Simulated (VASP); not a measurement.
Runs of VASP 6.6.1 on Hg. The cell holds a slab with vacuum, 4 atoms: a = 3.606 Å, b = 3.606 Å, c = 23.444 Å, α = 90.00°, β = 90.00°, γ = 60.06°. 

| level | potentials or basis | gap on the mesh (eV) | largest force (eV/Å) |
| --- | --- | --- | --- |
| PBEsol | VASP PAW PBE potentials, release 64 (Hg) | (c) | 0.19 |
| PW91 | VASP PAW PBE potentials, release 64 (Hg) | (b) | 0.01 |
| revPBE | VASP PAW PBE potentials, release 64 (Hg) | 1.41 | 0.11 |
| RPBE | VASP PAW PBE potentials, release 64 (Hg) | 1.41 | 0.15 |
| LDA | VASP PAW LDA potentials, release 64 (Hg) | (a) | 0.30 |
| BLYP | VASP PAW PBE potentials, release 64 (Hg) | 1.50 | 0.20 |

Alike in all rows: task work function; no spin polarisation; cell as given; k mesh 7 × 7 × 1; cutoff (eV) 520; smearing fermi-dirac 0.05 eV.

Task: Estimate the missing entries.

Result: (a) 1.32; (b) 1.35; (c) 1.34.

Caveats: spin-orbit coupling is left out, which moves the levels of the heavy elements; the PAW data sets were made with another functional, which shifts forces and pressure a little (some runs).

A k mesh can miss the band edges, and the runs leave out spin-orbit coupling on Hg.

Runs at the PBE level aren't shown here.
